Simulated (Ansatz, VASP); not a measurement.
**One calculation of AgCl, two programs**

```
CELL_PARAMETERS angstrom
0.00000 2.55289 2.55289
2.55289 0.00000 2.55289
2.55289 2.55289 0.00000
ATOMIC_POSITIONS crystal
Ag 0.50000 0.50000 0.50000
Cl 0.00000 0.00000 0.00000
```

Alike in both runs: functional PBE; k mesh 8 × 8 × 8; no spin polarisation.

Ansatz relaxed the structure, and its values are those at the end. VASP's run is a single point on that final structure, the one shown.

|  | VASP | Ansatz |
| --- | --- | --- |
| version | VASP 6.6.1 | Ansatz 0.2.0 |
| potentials or method | VASP PAW PBE potentials, release 64 (Ag, Cl) | scalar-relativistic, plane waves, PAW |
| plane-wave cutoff (eV) | 520 | 420 |
| occupations | gaussian, width 0.01 eV | fixed |
| valence electrons in the cell | 18 | 26 |

Ansatz gave:

| Quantity | Value |
| --- | --- |
| gap on the k mesh at the Fermi level (eV) | 1.01 |
| least direct gap on the mesh (eV) | 3.40 |
| pressure (GPa) | 25.0 |

Question: Which values does VASP return?

Answer: gap on the k mesh at the Fermi level (eV): 1.01; least direct gap on the mesh (eV): 3.41; pressure (GPa): 24.8.

The two sets of potentials don't hold the same shells in valence.

Caveats: so large a pressure means that the cell lies far from this level's equilibrium, or that cutoff or potentials fall short (VASP). As with any semilocal functional, this PBE gap is likely too small. A k mesh can miss the band edges.
